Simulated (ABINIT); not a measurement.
# KI (Fm-3m) in ABINIT: a series of runs, part 2 of 2

ABINIT 10.8.3 (patched build). The steps go on from the part before.

## 6. Equation of state, LDA

File run.abi:

```
# Datasets: one volume each
ndtset 7
scalecart1 3*0.9795861087
scalecart2 3*0.9864848297
scalecart3 3*0.9932883884
scalecart4 3*1.0000000000
scalecart5 3*1.0066227096
scalecart6 3*1.0131594038
scalecart7 3*1.0196128224

# Pseudopotentials
pp_dirpath "./"
pseudos "I.LDA_PW-JTH.xml, K.LDA_PW-JTH.xml"

# Structure
acell 3*1.0
rprim
     0.0000000000     6.6759772099     6.6759772099
     6.6759772099     0.0000000000     6.6759772099
     6.6759772099     6.6759772099     0.0000000000
ntypat 2
znucl 53 19
natom 2
typat 1 2
xred
     0.5000000000     0.5000000000     0.5000000000
     0.0000000000     0.0000000000     0.0000000000

# Plane-wave basis
ecut 16.0
pawecutdg 32.0

# k points
kptopt 1
ngkpt 7 7 7
nshiftk 1
shiftk 0.0 0.0 0.0

# Exchange and correlation
ixc 7

# Bands and occupations
nband 12
occopt 3
tsmear 0.00183747

# SCF cycle
nstep 100
tolvrs 1.0e-9

# Output
iomode 3
prtwf 0
prtden 0
prteig 0
prtebands 0
enunit 1
```

Potentials or basis: JTH PAW LDA v2.0.

Run with:

```
$ mpirun --bind-to none -np 4 abinit run.abi > log 2>&1
```

run.abo:

```text
.Version 10.8.3 of ABINIT
 DATASET    1 : space group Fm -3 m (#225); Bravais cF (face-center cubic)
================================================================================
 Values of the parameters that define the memory need for DATASET  1.
     intxc =       0    ionmov =       0      iscf =      17    lmnmax =      13
     lnmax =       5     mgfft =      36  mpssoang =       3    mqgrid =    3001
     natom =       2  nloc_mem =       2    nspden =       1   nspinor =       1
    nsppol =       1      nsym =      48    n1xccc =       1    ntypat =       2
    occopt =       3   xclevel =       1
       mpw =        1729          nfft =       46656          nkpt =          20
Pmy_natom=         1
 PAW method is used; the additional fine FFT grid is defined by:
   mgfftf=        48    nfftf =    110592
================================================================================
================================================================================
[... 77 lines left out ...]
================================================================================
 Values of the parameters that define the memory need for DATASET  7.
     intxc =       0    ionmov =       0      iscf =      17    lmnmax =      13
     lnmax =       5     mgfft =      36  mpssoang =       3    mqgrid =    3001
     natom =       2  nloc_mem =       2    nspden =       1   nspinor =       1
    nsppol =       1      nsym =      48    n1xccc =       1    ntypat =       2
    occopt =       3   xclevel =       1
       mpw =        1948          nfft =       46656          nkpt =          20
Pmy_natom=         1
 PAW method is used; the additional fine FFT grid is defined by:
   mgfftf=        50    nfftf =    125000
================================================================================
================================================================================

--------------------------------------------------------------------------------
------------- Echo of variables that govern the present computation ------------
--------------------------------------------------------------------------------
 -outvars: echo values of preprocessed input variables --------
            acell      1.0000000000E+00  1.0000000000E+00  1.0000000000E+00 Bohr
              amu      1.26904470E+02  3.90983000E+01
             ecut      1.60000000E+01 Hartree
           enunit           1
              ixc           7
           jdtset        1    2    3    4    5    6    7
         kptrlatt        7    0    0      0    7    0      0    0    7
          kptrlen1     6.47396730E+01
          kptrlen2     6.51956012E+01
          kptrlen3     6.56452402E+01
          kptrlen4     6.60888026E+01
          kptrlen5     6.65264895E+01
          kptrlen6     6.69584918E+01
          kptrlen7     6.73849905E+01
            natom           2
            nband          12
           ndtset           7
            ngfft          36      36      36
          ngfftdg1         48      48      48
          ngfftdg2         48      48      48
          ngfftdg3         48      48      48
          ngfftdg4         50      50      50
          ngfftdg5         50      50      50
          ngfftdg6         50      50      50
          ngfftdg7         50      50      50
             nkpt          20
            nstep         100
             nsym          48
           ntypat           2
           occopt           3
        pawecutdg      3.20000000E+01 Hartree
           prtden           0
        prtebands           0
           prteig           0
            prtwf           0
[... 39 lines left out ...]
                       0.0000000000E+00  0.0000000000E+00  0.0000000000E+00
            xcart1     6.5396945368E+00  6.5396945368E+00  6.5396945368E+00
                       0.0000000000E+00  0.0000000000E+00  0.0000000000E+00
            xcart2     6.5857502410E+00  6.5857502410E+00  6.5857502410E+00
                       0.0000000000E+00  0.0000000000E+00  0.0000000000E+00
            xcart3     6.6311706438E+00  6.6311706438E+00  6.6311706438E+00
                       0.0000000000E+00  0.0000000000E+00  0.0000000000E+00
            xcart4     6.6759772099E+00  6.6759772099E+00  6.6759772099E+00
                       0.0000000000E+00  0.0000000000E+00  0.0000000000E+00
            xcart5     6.7201902683E+00  6.7201902683E+00  6.7201902683E+00
                       0.0000000000E+00  0.0000000000E+00  0.0000000000E+00
            xcart6     6.7638290898E+00  6.7638290898E+00  6.7638290898E+00
                       0.0000000000E+00  0.0000000000E+00  0.0000000000E+00
            xcart7     6.8069119653E+00  6.8069119653E+00  6.8069119653E+00
                       0.0000000000E+00  0.0000000000E+00  0.0000000000E+00
             xred      5.0000000000E-01  5.0000000000E-01  5.0000000000E-01
                       0.0000000000E+00  0.0000000000E+00  0.0000000000E+00
            znucl       53.00000   19.00000

================================================================================

 chkinp: Checking input parameters for consistency, jdtset=   1.

 chkinp: Checking input parameters for consistency, jdtset=   2.
[... 40 lines left out ...]
 getcut: wavevector=  0.0000  0.0000  0.0000  ngfft=  48  48  48
         ecut(hartree)=     32.000   => boxcut(ratio)=   2.03811

--- Pseudopotential description ------------------------------------------------
- pspini: atom type   1  psp file is ./I.LDA_PW-JTH.xml
 Pseudopotential format is: paw10
 basis_size (lnmax)=  4 (lmn_size=  8), orbitals=   0   0   1   1
 Spheres core radius: rc_sph= 2.30022271
 Shapefunction is SIN type: shapef(r)=[sin(pi*r/rshp)/(pi*r/rshp)]**2
 Radius for shape functions =  2.10879093
 Compensation charge density is not taken into account in XC energy/potential

- pspini: atom type   2  psp file is ./K.LDA_PW-JTH.xml
 Pseudopotential format is: paw10
 basis_size (lnmax)=  5 (lmn_size= 13), orbitals=   0   0   1   1   2
 Spheres core radius: rc_sph= 2.10865939
 Shapefunction is SIN type: shapef(r)=[sin(pi*r/rshp)/(pi*r/rshp)]**2
 Radius for shape functions =  2.00653367
 Compensation charge density is not taken into account in XC energy/potential

   1.51500910E+03                                ecore*ucvol(ha*bohr**3)
--------------------------------------------------------------------------------

================================================================================

--- !BeginCycle
iteration_state: {dtset: 1, }
solver: {iscf: 17, nstep: 100, nline: 4, wfoptalg: 10, }
tolerances: {tolvrs: 1.00E-09, }
...
[... 1225 lines left out ...]
-Cartesian components of stress tensor (GPa)         [Pressure= -1.7570E+00 GPa]
- sigma(1 1)=  1.75696923E+00  sigma(3 2)=  0.00000000E+00
- sigma(2 2)=  1.75696923E+00  sigma(3 1)=  0.00000000E+00
- sigma(3 3)=  1.75696923E+00  sigma(2 1)=  0.00000000E+00

== END DATASET(S) ==============================================================
================================================================================

 -outvars: echo values of variables after computation  --------
            acell      1.0000000000E+00  1.0000000000E+00  1.0000000000E+00 Bohr
           etotal1    -4.0444653489E+01
           etotal2    -4.0444359640E+01
           etotal3    -4.0443966796E+01
           etotal4    -4.0443494920E+01
           etotal5    -4.0442943737E+01
           etotal6    -4.0442329053E+01
           etotal7    -4.0441656581E+01
            fcart1    -0.0000000000E+00 -0.0000000000E+00 -0.0000000000E+00
                      -0.0000000000E+00 -0.0000000000E+00 -0.0000000000E+00
            fcart2    -0.0000000000E+00 -0.0000000000E+00 -0.0000000000E+00
                      -0.0000000000E+00 -0.0000000000E+00 -0.0000000000E+00
            fcart3    -0.0000000000E+00 -0.0000000000E+00 -0.0000000000E+00
                      -0.0000000000E+00 -0.0000000000E+00 -0.0000000000E+00
            fcart4    -0.0000000000E+00 -0.0000000000E+00 -0.0000000000E+00
                      -0.0000000000E+00 -0.0000000000E+00 -0.0000000000E+00
            fcart5    -0.0000000000E+00 -0.0000000000E+00 -0.0000000000E+00
                      -0.0000000000E+00 -0.0000000000E+00 -0.0000000000E+00
[... 38 lines left out ...]
                       0.0000000000E+00  0.0000000000E+00  0.0000000000E+00
           xangst1     3.4606573128E+00  3.4606573128E+00  3.4606573128E+00
                       0.0000000000E+00  0.0000000000E+00  0.0000000000E+00
           xangst2     3.4850289419E+00  3.4850289419E+00  3.4850289419E+00
                       0.0000000000E+00  0.0000000000E+00  0.0000000000E+00
           xangst3     3.5090643839E+00  3.5090643839E+00  3.5090643839E+00
                       0.0000000000E+00  0.0000000000E+00  0.0000000000E+00
           xangst4     3.5327749976E+00  3.5327749976E+00  3.5327749976E+00
                       0.0000000000E+00  0.0000000000E+00  0.0000000000E+00
           xangst5     3.5561715405E+00  3.5561715405E+00  3.5561715405E+00
                       0.0000000000E+00  0.0000000000E+00  0.0000000000E+00
           xangst6     3.5792642103E+00  3.5792642103E+00  3.5792642103E+00
                       0.0000000000E+00  0.0000000000E+00  0.0000000000E+00
           xangst7     3.6020626862E+00  3.6020626862E+00  3.6020626862E+00
                       0.0000000000E+00  0.0000000000E+00  0.0000000000E+00
             xred      5.0000000000E-01  5.0000000000E-01  5.0000000000E-01
                       0.0000000000E+00  0.0000000000E+00  0.0000000000E+00
 Calculation completed.
```

Wall time 28 s (4 MPI ranks of Arm Neoverse V2, shared host); peak memory 0.48 GiB.

What came out:

- Equilibrium volume: 39.70 Å³/atom (rough: see the caveat)
- Bulk modulus: 15.4 GPa (rough)

Energy against volume, from the lowest point:
| volume (Å³/atom) | energy (meV/atom) |
| --- | --- |
| 41.445 | 0.00 |
| 42.327 | 4.00 |
| 43.209 | 9.34 |
| 44.091 | 15.76 |
| 44.973 | 23.26 |
| 45.854 | 31.63 |
| 46.736 | 40.78 |

Caveat: pressures at fixed basis lie under the slope of the energies; the minimum lies outside the volumes run. Spin-orbit coupling is left out, which matters for the levels of I.

## 7. Band structure, TB-mBJ

File run.abi:

```
# Datasets: ground state, then fixed potential
ndtset 2

# Pseudopotentials
pp_dirpath "./"
pseudos "I.hgh, K.hgh"

# Structure
acell 3*1.0
rprim
     0.0000000000     6.6759772099     6.6759772099
     6.6759772099     0.0000000000     6.6759772099
     6.6759772099     6.6759772099     0.0000000000
ntypat 2
znucl 53 19
natom 2
typat 1 2
xred
     0.5000000000     0.5000000000     0.5000000000
     0.0000000000     0.0000000000     0.0000000000

# Plane-wave basis
ecut 22.0

# Exchange and correlation
ixc -208012
usekden 1

# Bands and occupations
occopt 3
tsmear 0.00183747

# SCF cycle
nstep 100
diemix 0.3
optforces 0
optstress 0

# Output
iomode 3
prtwf 0
prteig 0
prtebands 0
enunit 1
prtden1 1
prtkden1 1
prtvha1 1
prtvclmb1 1
prtpot1 1
prtelf1 1

# Dataset 1
kptopt1 1
ngkpt1 7 7 7
nshiftk1 1
shiftk1 0.0 0.0 0.0
nband1 8
tolvrs1 1.0e-9

# Dataset 2: bands along G-X-W-K-G-L-U-W-L-K
iscf2 -2
getden2 1
getkden2 1
nband2 14
nbdbuf2 4
tolwfr2 1.0e-11
kptopt2 -9
ndivsm2 5
prteig2 1
prtvol2 -3
kptbounds2
     0.0000000000     0.0000000000     0.0000000000
     0.5000000000     0.0000000000     0.5000000000
     0.5000000000     0.2500000000     0.7500000000
     0.3750000000     0.3750000000     0.7500000000
     0.0000000000     0.0000000000     0.0000000000
     0.5000000000     0.5000000000     0.5000000000
     0.6250000000     0.2500000000     0.6250000000
     0.5000000000     0.2500000000     0.7500000000
     0.5000000000     0.5000000000     0.5000000000
     0.3750000000     0.3750000000     0.7500000000
```

Potentials or basis: HGH LDA.

Run with:

```
$ mpirun --bind-to none -np 4 abinit run.abi > log 2>&1
```

Wall time 68 s (4 MPI ranks of Arm Neoverse V2, shared host); peak memory 0.48 GiB.

Results (log left out):

```
Band gap on the k mesh                                : 5.91 eV, direct
Band gap along the path                               : 5.91 eV, direct
Valence electrons inside the program's atomic spheres : I 2.98; K 0.01
```

Levels at the corners of the path, in eV from the valence-band top:
```
point  band 2  band 3  band 4  band 5  band 6  band 7
    Γ    0.00    0.00    0.00    5.91    8.71    8.71
    X   -0.79   -0.30   -0.30    7.08    7.45   10.41
    W   -0.56   -0.56   -0.42    8.28    8.46    8.46
    K   -0.67   -0.56   -0.29    7.58    8.28    9.46
    Γ    0.00    0.00    0.00    5.91    8.71    8.71
    L   -0.97   -0.21   -0.21    7.19    9.35    9.35
    U   -0.67   -0.56   -0.29    7.58    8.28    9.46
    W   -0.56   -0.56   -0.42    8.28    8.46    8.46
    L   -0.97   -0.21   -0.21    7.19    9.35    9.35
    K   -0.67   -0.56   -0.29    7.58    8.28    9.46
```

Caveat: the constant c of TB-mBJ comes from the pseudo density here, which moves gaps by up to 0.3 eV between sets of potentials; the potentials were made for another functional, which shifts forces and pressure; spin-orbit coupling is left out, which moves the levels of the heavy elements; HGH potentials are hard and often keep d shells in the core, so these values are rough.

## 8. For comparison

An earlier run on the cell as given: functional PBEsol; potentials or basis PseudoDojo NC SR PBEsol v0.4.1 standard; cutoff 1007 eV; k mesh 7 × 7 × 7; occupations fermi-dirac, width 0.05 eV; no spin polarisation.

- Pressure: -0.3 GPa
- Band gap on the k mesh: 3.82 eV, direct
- Valence electrons inside the program's atomic spheres: I 2.86; K 6.91

## 9. The runs side by side

| task | level | potentials or basis | cutoff (eV) | fine-grid cutoff | gap on the mesh (eV) | pressure (GPa) |
| --- | --- | --- | --- | --- | --- | --- |
| band structure | PBEsol | PseudoDojo NC SR PBEsol v0.4.1 standard | 1007 | - | 3.82 | -0.3 |
| band structure | LDA | JTH PAW LDA v2.0 | 435 | 870.764 eV | 3.60 | -1.3 |
| band structure | r2SCAN | JTH PAW PBE v2.0 | 517 | 1034.03 eV | 4.61 | 0.2 |
| band structure | PBE | JTH PAW PBE v2.0 | 435 | 870.764 eV | 3.96 | 0.6 |
| equation of state | LDA | JTH PAW LDA v2.0 | 435 | 870.764 eV | - | - |
| single point | PBEsol | PseudoDojo NC SR PBEsol v0.4.1 standard | 1007 | - | 3.82 | -0.3 |

Alike in all rows: no spin polarisation; cell as given; k mesh 7 × 7 × 7; smearing fermi-dirac 0.05 eV.

Caveats: spin-orbit coupling is left out, which moves the levels of the heavy elements (some runs); the PAW data sets were made with another functional, which shifts forces and pressure a little (some runs); pressures at fixed basis lie under the slope of the energies (some runs); the minimum lies outside the volumes run (some runs); an odd mesh through Γ misses points on the zone boundary, where band edges often lie (some runs).

Total energies depend on the potentials used, so only differences within one code and one set of settings carry meaning.

## 10. How close it comes

Step 2. A measured gap of KI is 6.32 eV (a printed reference work, monograph); the calculated 3.82 eV misses it by -2.50 eV. Spin-orbit coupling on I is left out. The value is that of PBEsol, without temperature or zero-point motion. Semilocal functionals fall short of measured gaps as a rule.

Step 3. Measured gap of KI: 6.32 eV (a printed reference work, monograph). This calculation gives 3.60 eV (-2.72 eV). Spin-orbit coupling on I is left out. The value is that of LDA, without temperature or zero-point motion. Semilocal functionals fall short of measured gaps as a rule.

Step 4. Measured gap of KI: 6.32 eV (a printed reference work, monograph). This calculation gives 4.61 eV (-1.71 eV). Spin-orbit coupling on I is left out. The value is that of r2SCAN, without temperature or zero-point motion.

Step 5. Measured gap of KI: 6.32 eV (a printed reference work, monograph). This calculation gives 3.96 eV (-2.36 eV). Spin-orbit coupling on I is left out. The value is that of PBE, without temperature or zero-point motion. Semilocal functionals fall short of measured gaps as a rule.
